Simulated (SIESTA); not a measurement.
Nb:

```
Nb
1.0
     0.00000    2.11500    2.11500
     2.11500    0.00000    2.11500
     2.11500    2.11500    0.00000
Nb
1
Direct
  0.00000 0.00000 0.00000
```

This isn't the form of Nb at room conditions, which is bcc.

| Property | Result |
| --- | --- |
| Program | SIESTA 5.4.2 |
| Task | relaxation of cell and atoms |
| Functional | vdW-DF-cx |
| Potentials or basis | PseudoDojo 0.4 standard (PBE files) |
| Basis | SZ (energy shift 0.003 Ry) |
| Grid cutoff | 800 Ry |
| Energy shift | 0.003 Ry |
| k mesh | 8 × 8 × 8 |
| Occupations | fermi-dirac, width 0.05 eV |
| Spin | no spin polarisation |

At the start: pressure -9.7 GPa; volume 18.92 Å³/atom.

**Question.** Where does the relaxation end?

**Answer.** Over 5 steps the energy falls by 31.4 meV/atom and the volume is 17.94 Å³/atom (-5.2 %); space group Fm-3m (No. 225, to 0.05 Å).

Step by step:
| step | energy change (eV) | largest force (eV/Å) | pressure (GPa) | volume (Å³) |
| --- | --- | --- | --- | --- |
| 1 | 0.0000 | 0.0000 | -9.69 | 18.92 |
| 2 | -0.0032 | 0.0000 | -9.22 | 18.87 |
| 3 | -0.0314 | 0.0000 | 0.47 | 17.90 |
| 4 | -0.0314 | 0.0000 | -0.15 | 17.95 |
| 5 | -0.0314 | 0.0000 | 0.05 | 17.94 |

Final structure:
```
Nb
1.0
     0.00000    2.07766    2.07766
     2.07766    0.00000    2.07766
     2.07766    2.07766    0.00000
Nb
1
Direct
  0.00000 0.00000 0.00000
```

Caveat: the basis has no polarisation orbitals; the potentials were made for another functional, which shifts forces and pressure; the basis of atomic orbitals isn't converged, which shifts pressures, moduli and gaps.
